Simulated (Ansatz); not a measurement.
Space group I4/mmm (No. 139). a = 3.444 Å, b = 3.444 Å, c = 2.613 Å, α = 90.00°, β = 90.00°, γ = 90.00°
```json
{"atom": "Zn", "site": "2b", "symmetry": "4/mmm", "x": "0.0000", "y": "0.0000", "z": "0.5000"}
```

Equation of state of this Zn structure (not necessarily the ground state), with shape and atoms relaxed at each volume where symmetry leaves them free. It has no gap at any of these volumes. The calculation used DFT PBE, scalar-relativistic, plane waves, PAW in Ansatz.

Settings: cutoff 420 eV, Γ-centred mesh 26×26×26 on the computed 1-atom cell, Gaussian smearing of 0.10 eV; no spin polarisation.

| V (Å³/atom) | E − E(largest V) (meV/atom) | P (GPa) |
| --- | --- | --- |
| 13.632 | 34.07 | 11.42 |
| 14.096 | 6.17 | 7.94 |
| 14.561 | -12.17 | 4.80 |
| 15.026 | -22.14 | 2.17 |
| 15.491 | -25.08 | 0.01 |
| 15.955 | -22.44 | -1.73 |
| 16.420 | -15.21 | -3.17 |
| 17.040 | 0.00 | -4.59 |

Fit a third-order Birch–Murnaghan equation, E = E0 + (9V0B0/16)·[(x − 1)³B0' + (x − 1)²(6 − 4x)] with x = (V0/V)^(2/3), to E(V).

V0 = 15.50 Å³/atom, B0 = 64 GPa, B0' = 5.5.

It comes from a database structure that was distorted and then relaxed.
